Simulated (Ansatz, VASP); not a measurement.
## ZnSe (Stilleite) in two plane-wave programs

One calculation is typed for both programs; each brings its own data sets and cutoff. How far apart do they land?

Calculated with Ansatz 0.2.0; plane waves, with VASP 6.6.1 beside it; relaxation of cell and atoms at r2SCAN.

**1. Starting point**

The structure is cubic, space group F-43m (No. 216). Conventional cell: a = 5.668 Å, b = 5.668 Å, c = 5.668 Å, α = 90.00°, β = 90.00°, γ = 90.00°. Nearest to Zn lie 4 Se at 2.45 Å. Nearest to Se lie 4 Zn at 2.45 Å. Farther neighbours and most contacts between anions are not listed.

**2. Ansatz: relaxation of cell and atoms, r2SCAN**

Ansatz runs on its default PAW (the set named soft_2) files.

The relaxed volume is the usual yardstick between codes: its relative difference is about their pressure difference at one cell divided by the bulk modulus.

input.yaml

```yaml
crystal:
  lattice:
    - [0.0, 2.8338, 2.8338]
    - [2.8338, 0.0, 2.8338]
    - [2.8338, 2.8338, 0.0]
  atoms:
    - { symbol: Zn, position: [0.0, 0.0, 0.0] }
    - { symbol: Se, position: [0.25, 0.25, 0.25] }
hamiltonian:
  xc: r2scan
  pseudopotentials: { kind: paw }
kpoints:
  mp_grid: { grid: [6, 6, 6] }
scf:
  occupations: { method: fermi_dirac, width: 0.05 }
relax:
  f_tol: 0.01
  max_steps: 60
  cell: { stress_tol: 0.05 }
output:
  forces: true
  stress: true
```

Command:

```
> ansatz run input.yaml --threads 4 --pin off --max-ram 9216MiB --backend cpu --events-out ev --progress --plain --runs-dir out
```

Numbers of over 12 decimals in the logs are rounded to 6 here.

The program printed:

```text
Engine: ansatz 0.2.0, aarch64-unknown-linux-gnu
Pseudopotentials: kind: paw
Pseudopotential: Zn, paw, valence charge 12, recommended cutoff 500 eV (meta_gga), Zn.paw.azcp
Pseudopotential: Se, paw, valence charge 16, recommended cutoff 500 eV (meta_gga), Se.paw.azcp
Functional definition: r2SCAN
  parameter k0 = 0.174
  parameter k1 = 0.065
  parameter a1 = 4.9479
  exchange = r2scan_x(k0 = k0, k1 = k1, a1 = a1)
  correlation = r2scan_c
Crystal: 2 atoms, lattice volume = 45.513 Å³
Basis set: ecut = 500 eV, 1139 PW (Γ), exchange–correlation on 120×120×120 points (64 copies of the dense FFT grid, shifted against one another)
Bands: 18, of which v1, the nominal top of the filled ones, is band 14 counted from 1 (13 counted from 0)
Symmetry: 24 space group operations
Space group: F-43m (ITA 216), of the structure as read, at distance tolerance 3.6e-5 Å
k-points: 16 of 216 (time reversal used)
Non-local potential: Zn, projectors of the file, l = 0: 2, l = 1: 2, l = 2: 3, l = 3: 1
Non-local potential: Se, projectors of the file, l = 0: 2, l = 1: 2, l = 2: 3, l = 3: 1
PAW form: soft (Blöchl's): semilocal exchange-correlation on the pseudo side does not see the compensation charge
PAW frozen core: Zn, regenerated for the run's functional (the file was generated under x = pbe(κ = 0.804, μ = 0.219515), c = pbe(β = 0.066725))
PAW frozen core: Se, regenerated for the run's functional (the file was generated under x = pbe(κ = 0.804, μ = 0.219515), c = pbe(β = 0.066725))
PAW one-centre angular grid: Zn, 590 points (default); XC on 261 of its mesh's 2673 points in the sphere
PAW one-centre angular grid: Se, 590 points (default); XC on 160 Gauss nodes
Initial density: superposition of atomic densities (neutral atoms: chi_scale 0, normalization atom), corrected by the library's trained network
Initial wavefunctions: pseudopotential atomic-orbital guess
Functional: x = r2scan, c = r2scan; τ floored in thin density (d = 2e-4 eV/Å³)
SCF iter   1: F=—  HF=-8805.498146 eV  |F-HF|=—  |Δ(HF+E_count)|=         —  Δρ=1.41e-2  dr2=4.18e-2  dr2_τ=5.69e-3  ethr=1.77e-3  ⟨swp⟩=5.7  Hψ=1479  notcnv=0
preconditioner: auto → none  [insulator: Δε(μ)=1.858 eV  Ē_g=12.734 eV  σ=0.050 eV  W_gap=1.00  n_scr=14 (ndim 8)  ℏωp=23.4 eV  f_vac=0.116  D(μ)=0.00/eV (n_scr^D=0)  ε∞_Penn≈4.4]
SCF iter   2: F=—  HF=-8805.497943 eV  |F-HF|=—  |Δ(HF+E_count)|=   2.02e-4  Δρ=3.18e-3  dr2=5.34e-3  dr2_τ=1.93e-4  ethr=1.49e-4  ⟨swp⟩=2.1  Hψ=609  notcnv=0
SCF iter   3: F=—  HF=-8805.494477 eV  |F-HF|=—  |Δ(HF+E_count)|=   3.47e-3  Δρ=2.72e-3  dr2=1.41e-3  dr2_τ=1.22e-5  ethr=1.91e-5  ⟨swp⟩=2.0  Hψ=480  notcnv=0
SCF iter   4: F=—  HF=-8805.494656 eV  |F-HF|=—  |Δ(HF+E_count)|=   1.79e-4  Δρ=5.58e-4  dr2=8.47e-5  dr2_τ=4.01e-6  ethr=5.03e-6  ⟨swp⟩=2.0  Hψ=543  notcnv=0
SCF iter   5: F=—  HF=-8805.494645 eV  |F-HF|=—  |Δ(HF+E_count)|=   1.09e-5  Δρ=4.04e-5  dr2=4.65e-7  dr2_τ=1.74e-8  ethr=3.03e-7  ⟨swp⟩=2.0  Hψ=512  notcnv=0
SCF iter   6: F=—  HF=-8805.494645 eV  |F-HF|=—  |Δ(HF+E_count)|=   5.19e-9  Δρ=3.47e-5  dr2=4.32e-7  dr2_τ=4.87e-9  ethr=3.57e-10  ⟨swp⟩=5.0  Hψ=1138  notcnv=0
SCF iter   7: F=-8805.494645 eV  HF=-8805.494645 eV  |F-HF|=3.16e-9  |Δ(HF+E_count)|=   3.19e-8  Δρ=9.28e-6  dr2=2.76e-8  dr2_τ=1.09e-10  ethr=3.57e-10  ⟨swp⟩=3.0  Hψ=1063  notcnv=0
SCF 1 converged in 7 iterations: F = -8805.494645 eV  dr2 = 2.76e-8
  greatest PAW one-centre occupation: 1.000 electrons in one spin orbital (limit 2), on the Se atom at site 1 (counted from 0), in its partial waves of l = 2
relax step   1: F+E_penalty+E_count = -8805.49464499 eV  Δ(F+E_penalty+E_count) = +0.000e0 eV  max|allowed force component| = 1.295e-16 eV/Å  Δτ_max = 0.0000 Å  P = -0.054 GPa  Ω = 45.513 Å³  (7 SCF iters, dr2 threshold 1.00e-7 eV, accepted)
[...]
relax step   2: F+E_penalty+E_count = -8805.49465567 eV  Δ(F+E_penalty+E_count) = -1.069e-5 eV  max|allowed force component| = 4.915e-17 eV/Å  Δτ_max = 0.0000 Å  P = -0.012 GPa  Ω = 45.484 Å³  energy of the carried Pulay correction = +4.531e-6 eV  (5 SCF iters, dr2 threshold 7.37e-9 eV, accepted)
[...]
relax step   3: F+E_penalty+E_count = -8805.49464390 eV  Δ(F+E_penalty+E_count) = +1.178e-5 eV  max|allowed force component| = 6.418e-17 eV/Å  Δτ_max = 0.0000 Å  P = -0.012 GPa  Ω = 45.484 Å³  stress off target by 1.20e-2 GPa  SCF on the basis re-selected at this cell (its energy is not comparable with the rows above)  (4 SCF iters)
basis re-selected at this cell: Δ(F+E_penalty+E_count) = +1.178e-5 eV, ΔP = -0.000 GPa vs the last step (what re-selecting the basis moved, of the pressure what is left beyond the Pulay correction that the steps carried, after the strain that the cell walked since its last selection, with what the two solves' SCF thresholds leave and, on support functions, any second-order correction that the steps lacked; it is no m [...]
SCF converged after 4 iterations
Free energy (F): -8805.494644 eV
Harris-Foulkes:  -8805.494644 eV  (|F-HF|=1.82e-12)
Internal energy: -8805.494644 eV  (E = F + TS)
E sigma→0 (E₀):  -8805.494644 eV
Fermi energy:    7.438206 eV
--- Per-component energies (eV) ---
  E_band       = -399.454264
  E_kinetic    = 249.570477
  E_local      = -4396.994737  (includes V_loc(G=0)·N_el)
  E_nonlocal   = 22.954650
  E_hartree    = 2040.176679
  E_xc         = -222.223375
  E_vxc        = -159.272448  (∫ρ·V_xc dr)
  E_paw        = -3775.495641  (= ΣΔE_a)
  E_vpaw       = -204.140317  (= ΣTr[D̂ρ^β])
  E_aug_tail   = -0.000240  (compensation charges beyond the density's cutoff)
  E_vtau       = 8.075024  (kinetic-family band-sum trace: ∫τ·v_τ [+ j·A + Jᵃ·Aᵃ] dr)
  E_ewald      = -2721.535067
  E_core_change = -1.947389  (= ΣΔE_core)
  E_smearing   = -0.000000  (= −TS)
  E_closure    = 0.000000  (closes the sum)
  Σ components = -8805.494644   (vs F -8805.494644, Δ=0.00e0)
--- Forces (eV/Å), atoms counted from 1 ---
  atom   1  Zn     0.00000000    -0.00000000    -0.00000000
  atom   2  Se    -0.00000000     0.00000000     0.00000000
  max |Σ_I F_I| component: 7.52e-17 eV/Å
--- Stress (GPa, compression-positive) ---
       -0.011991       0.000000       0.000000
       -0.000000      -0.011991       0.000000
        0.000000       0.000000      -0.011991
  P = ⅓ Tr σ = -0.0120 GPa (-0.120 kbar)
--- Relaxed structure (2 steps of the walk, 2 accepted, 1 SCFs on fresh bases) ---
  F+E_penalty+E_count = -8805.49464390 eV   max|allowed force component| = 6.418e-17 eV/Å   (the final SCF, on the basis selected at the relaxed cell)
  cell:  # Å, volume = 45.4835 Å³
    - [0, 2.833183, 2.833183]
    - [2.833183, 0, 2.833183]
    - [2.833183, 2.833183, 0]
  atoms:
    - { symbol: Zn, position: [0, 0, 0] }
    - { symbol: Se, position: [0.25, 0.25, 0.25] }
```

Run time: 2.8 s. Hardware: 4 threads of Arm Neoverse V1, shared host; peak memory 0.51 GiB; 9.2 s of CPU time.

**3. VASP: relaxation of cell and atoms, r2SCAN**

The same cell, functional, mesh and smearing now go to VASP, with its own data sets and cutoff.

Lines of VASP's logs that name or quote its potential files are left out, and so is its time.

INCAR

```
SYSTEM = ZnSe
PREC = Accurate
ENCUT = 400
EDIFF = 1E-06
NELM = 100
ISMEAR = -1
SIGMA = 0.05
LREAL = .FALSE.
ALGO = Normal
METAGGA = R2SCAN
LASPH = .TRUE.
NBANDS = 15
LORBIT = 11
LWAVE = .FALSE.
LCHARG = .FALSE.
KPAR = 2
IBRION = 2
NSW = 60
ISIF = 3
EDIFFG = -0.01
```

POSCAR

```
ZnSe
1.0
    0.0000000000      2.8338000000      2.8338000000
    2.8338000000      0.0000000000      2.8338000000
    2.8338000000      2.8338000000      0.0000000000
Zn Se
1 1
Direct
    0.0000000000      0.0000000000      0.0000000000
    0.2500000000      0.2500000000      0.2500000000
```

KPOINTS

```
Automatic mesh
0
Gamma
6 6 6
0 0 0
```

PAW data sets: Zn and Se (PBE family, release 64).

Command:

```
> mpirun -np 2 vasp_std
```

The program printed:

```text
[banner, memory and clock lines left out]
running    2 mpi-ranks, on    1 nodes
 distrk:  each k-point on    1 cores,    2 groups
 distr:  one band on    1 cores,    1 groups

 POSCAR found type information on POSCAR ZnSe
 POSCAR found :  2 types and       2 ions
|                                                                             |
|               ----> ADVICE to this user running VASP <----                  |
|                                                                             |
|     You enforced a specific xc type in the INCAR file but a different       |
|     [... a line on the potential file left out ...]
|     I HOPE YOU KNOW WHAT YOU ARE DOING!                                     |
|                                                                             |

 LDA part: xc-table for (None), standard interpolation
 POSCAR, INCAR and KPOINTS ok, starting setup
 FFT: planning ... GRIDC
 FFT: planning ... GRID_SOFT
 FFT: planning ... GRID
 WAVECAR not read
 entering main loop
       N       E                     dE             d eps       ncg     rms          rms(c)
DAV:   1     0.595302512813E+02    0.59530E+02   -0.78475E+03   480   0.115E+03
DAV:   2    -0.226457629706E+02   -0.82176E+02   -0.77645E+02   536   0.237E+02
DAV:   3    -0.276452524554E+02   -0.49995E+01   -0.49843E+01   578   0.625E+01
DAV:   4    -0.276792207341E+02   -0.33968E-01   -0.33965E-01   592   0.539E+00
DAV:   5    -0.276793659034E+02   -0.14517E-03   -0.14517E-03   641   0.323E-01    0.503E+00
DAV:   6    -0.249122136975E+02    0.27672E+01   -0.13896E+00   536   0.339E+01    0.470E+00
DAV:   7    -0.248825511291E+02    0.29663E-01   -0.30577E-01   557   0.911E+00    0.222E+00
DAV:   8    -0.248965107945E+02   -0.13960E-01   -0.35146E-02   578   0.179E+00    0.537E-01
DAV:   9    -0.248983521230E+02   -0.18413E-02   -0.43052E-03   606   0.151E+00    0.875E-02
DAV:  10    -0.248984708206E+02   -0.11870E-03   -0.93795E-04   573   0.430E-01    0.540E-02
DAV:  11    -0.248984470365E+02    0.23784E-04   -0.35425E-04   662   0.419E-01    0.422E-02
DAV:  12    -0.248984348545E+02    0.12182E-04   -0.10187E-04   585   0.247E-01    0.765E-03
DAV:  13    -0.248984420090E+02   -0.71545E-05   -0.11392E-05   613   0.659E-02    0.449E-03
DAV:  14    -0.248984408967E+02    0.11123E-05   -0.26225E-06   445   0.304E-02    0.759E-04
DAV:  15    -0.248984418914E+02   -0.99478E-06   -0.13078E-07   254   0.722E-03
   1 F= -.24898442E+02 E0= -.24898442E+02  d E =-.248984E+02
 curvature:   0.00 expect dE= 0.000E+00 dE for cont linesearch  0.000E+00
 trial: gam= 0.00000 g(F)=  0.272E-43 g(S)=  0.483E-03 ort = 0.000E+00 (trialstep = 0.100E+01)
 search vector abs. value=  0.483E-03
 bond charge predicted
       N       E                     dE             d eps       ncg     rms          rms(c)
DAV:   1    -0.249048055889E+02   -0.63647E-02   -0.73751E-02   571   0.550E+00    0.569E-01
DAV:   2    -0.248995975813E+02    0.52080E-02   -0.15810E-02   592   0.354E+00    0.212E-01
DAV:   3    -0.248989784324E+02    0.61915E-03   -0.45502E-04   480   0.176E-01    0.105E-01
DAV:   4    -0.248987635656E+02    0.21487E-03   -0.10406E-04   608   0.993E-02    0.359E-02
DAV:   5    -0.248987356297E+02    0.27936E-04   -0.27808E-05   705   0.681E-02    0.647E-03
DAV:   6    -0.248987331484E+02    0.24813E-05   -0.61085E-06   501   0.258E-02    0.284E-03
DAV:   7    -0.248987348157E+02   -0.16672E-05   -0.33596E-07   240   0.549E-03    0.140E-03
DAV:   8    -0.248987346523E+02    0.16336E-06   -0.65452E-08   240   0.327E-03
   2 F= -.24898735E+02 E0= -.24898735E+02  d E =-.292761E-03
 trial-energy change:   -0.000293  1 .order   -0.000167   -0.000483    0.000150
 step:   0.8851(harm=  0.7635)  dis= 0.00000  next Energy=   -24.898743 (dE=-0.301E-03)
 bond charge predicted
       N       E                     dE             d eps       ncg     rms          rms(c)
DAV:   1    -0.248988296974E+02   -0.94882E-04   -0.97925E-04   564   0.639E-01    0.652E-02
DAV:   2    -0.248987355199E+02    0.94178E-04   -0.20482E-04   592   0.390E-01    0.245E-02
DAV:   3    -0.248987307568E+02    0.47631E-05   -0.60130E-06   480   0.208E-02    0.121E-02
DAV:   4    -0.248987319272E+02   -0.11704E-05   -0.12477E-06   352   0.102E-02    0.375E-03
DAV:   5    -0.248987340806E+02   -0.21534E-05   -0.44457E-07   240   0.699E-03    0.111E-03
DAV:   6    -0.248987343941E+02   -0.31347E-06   -0.88674E-08   240   0.250E-03
   3 F= -.24898734E+02 E0= -.24898734E+02  d E =-.292503E-03
 curvature:  -0.28 expect dE=-0.409E-05 dE for cont linesearch -0.409E-05
 trial: gam= 0.00000 g(F)=  0.200E-43 g(S)=  0.146E-04 ort =-0.839E-04 (trialstep = 0.977E+00)
 search vector abs. value=  0.146E-04
 reached required accuracy - stopping structural energy minimisation
```

OUTCAR, selected parts (step 3):

```text
ion  position               nearest neighbor table
   1  0.000  0.000  0.000-   2 2.45   2 2.45   2 2.45   2 2.45
   2  0.250  0.250  0.250-   1 2.45   1 2.45   1 2.45   1 2.45

  LATTYP: Found a face centered cubic cell.
 ALAT       =     5.6676000000

 Subroutine GETGRP returns: Found 24 space group operations
 (whereof 24 operations were pure point group operations)

The static configuration has the point symmetry T_d .

 Found     16 irreducible k-points:

   k-points           NKPTS =     16   k-points in BZ     NKDIM =     16   number of bands    NBANDS=     15

   dimension x,y,z NGX =    28 NGY =   28 NGZ =   28
   dimension x,y,z NGXF=    56 NGYF=   56 NGZF=   56

   ENCUT  =  400.0 eV  29.40 Ry    5.42 a.u.   6.54  6.54  6.54*2*pi/ulx,y,z

   NELECT =      18.0000    total number of electrons

 k-points in reciprocal lattice and weights: Automatic mesh
   0.00000000  0.00000000  0.00000000       0.005
   0.16666667  0.00000000  0.00000000       0.037
   0.33333333  0.00000000  0.00000000       0.037
   0.50000000  0.00000000  0.00000000       0.019
   0.16666667  0.16666667  0.00000000       0.028
   0.33333333  0.16666667  0.00000000       0.111
   0.50000000  0.16666667  0.00000000       0.111
  -0.33333333  0.16666667  0.00000000       0.111
  -0.16666667  0.16666667  0.00000000       0.056
[...]
-0.33333333  0.33333333  0.16666667       0.111
  -0.33333333  0.50000000  0.16666667       0.056

 average (electrostatic) potential at core
       1 -42.6213       2 -60.3778

 E-fermi :   2.2961

 k-point     1 :       0.0000    0.0000    0.0000
  band No.  band energies     occupation
    ...
      5      -4.9530      2.00000
      6      -4.9530      2.00000
      7       1.3462      2.00000
      8       1.3462      2.00000
      9       1.3462      2.00000
     10       3.2337      0.00000
     11       7.6575      0.00000
     12       7.6577      0.00000
     13       7.6577      0.00000
     14      11.9558      0.00000
    ...

 k-point     2 :       0.1667    0.0000    0.0000
  band No.  band energies     occupation
    ...
      5      -4.9542      2.00000
      6      -4.9542      2.00000
      7      -0.5151      2.00000
      8       1.0888      2.00000
      9       1.0889      2.00000
     10       4.4374      0.00000
     11       7.7256      0.00000
     12       8.0726      0.00000
     13       8.0728      0.00000
     14      12.3644      0.00000
    ...

 k-point     3 :       0.3333    0.0000    0.0000
  band No.  band energies     occupation
    ...
      5      -4.9463      2.00000
      6      -4.9462      2.00000
      7      -2.7606      2.00000
      8       0.6493      2.00000
      9       0.6493      2.00000
     10       4.5546      0.00000
     11       8.3250      0.00000
     12       8.3251      0.00000
     13       9.4818      0.00000
     14      12.3919      0.00000
    ...

  Total        0.0141837      0.0141837      0.0141837     -0.0000000     -0.0000000     -0.0000000
  in kB        0.5019237      0.5019237      0.5019237     -0.0000000     -0.0000000     -0.0000000
  external PRESSURE =       0.5019237 kB  Pullay stress =       0.0000000 kB

  energy-cutoff  :      400.00
  volume of cell :       45.28
      direct lattice vectors                 reciprocal lattice vectors
     0.000000000  2.828856962  2.828856962    -0.176749835  0.176749835  0.176749835
     2.828856962  0.000000000  2.828856962     0.176749835 -0.176749835  0.176749835
     2.828856962  2.828856962  0.000000000     0.176749835  0.176749835 -0.176749835

 POSITION                                       TOTAL-FORCE (eV/Angst)
 -----------------------------------------------------------------------------------
      0.00000      0.00000      0.00000         0.000000      0.000000      0.000000
      1.41443      1.41443      1.41443        -0.000000     -0.000000     -0.000000
 -----------------------------------------------------------------------------------
    total drift:                                0.000007      0.000007      0.000007

  FREE ENERGIE OF THE ION-ELECTRON SYSTEM (eV)
  ---------------------------------------------------
  free  energy   TOTEN  =       -24.8987343941 eV

  energy  without entropy=      -24.8987343939  energy(sigma->0) =      -24.89873439

 reached required accuracy - stopping structural energy minimisation

 total charge
# of ion       s       p       d       tot
------------------------------------------
    1        0.512   0.447   9.803  10.762
    2        1.430   2.488   0.030   3.948
--------------------------------------------------
tot          1.942   2.935   9.833  14.710

[... 3 further parts left out ...]
```

CONTCAR:

```
ZnSe
   1.00000000000000
     0.0000000000000000    2.8288569620746151    2.8288569620746151
     2.8288569620746151    0.0000000000000000    2.8288569620746151
     2.8288569620746151    2.8288569620746151    0.0000000000000000
  Zn              Se
     1     1
Direct
     0.0000000000000000    0.0000000000000000    0.0000000000000000
     0.2500000000000000    0.2500000000000000    0.2500000000000000
```

**4. Side by side**

Known differences besides the potentials themselves: VASP keeps PBE cores, Ansatz makes them for the functional; both relaxations stop at a tolerance, which leaves soft axes loose, and VASP keeps its plane-wave basis; the data sets hold 28 valence electrons in Ansatz (default PAW (the set named soft_2) files) and 18 in VASP; the cutoff is 500 eV in Ansatz and 400 eV in VASP; Ansatz adds a Pulay correction to the stress that steers its cell, VASP none. Total energies have different zeros and are not compared.

Both answers:

```tsv
quantity	Ansatz	VASP	difference
volume (Å³)	45.48	45.28	+0.46 %
edge a after relaxation, in the typed setting (Å)	4.007	4.001	+0.15 %
```

The walks stopped with -0.01 GPa left in Ansatz and 0.05 GPa in VASP; each walk ends within a tolerance, so the volume difference is uncertain by about these residues over the bulk modulus, most in soft cells.

**5. Summary of results**

```yaml
difference_in_volume_relaxation_of_cell_and_atoms_r2scan: 0.46 %
```

The difference in volume is 0.46 % (relaxation of cell and atoms, r2SCAN), within the 1.2 % picked in this series as the mark of a large difference, as far as the stopping tolerances let one tell. Such differences can come from data sets, numerical settings and the points named under the comparisons, not from the functional's error against experiment.

[Lines on the potential files, build, host, timing and source positions are cut from VASP's logs without a mark.]

[Logs are printed without paths, hosts, clocks, repeated set-up lines and the standing remarks that a program may print on its own settings, such as how far it seeks lower states.]

[Hosts, paths, dates, database ids (printed as entryN), source tags and the programs' standing remarks are cut or masked in the printed files.]
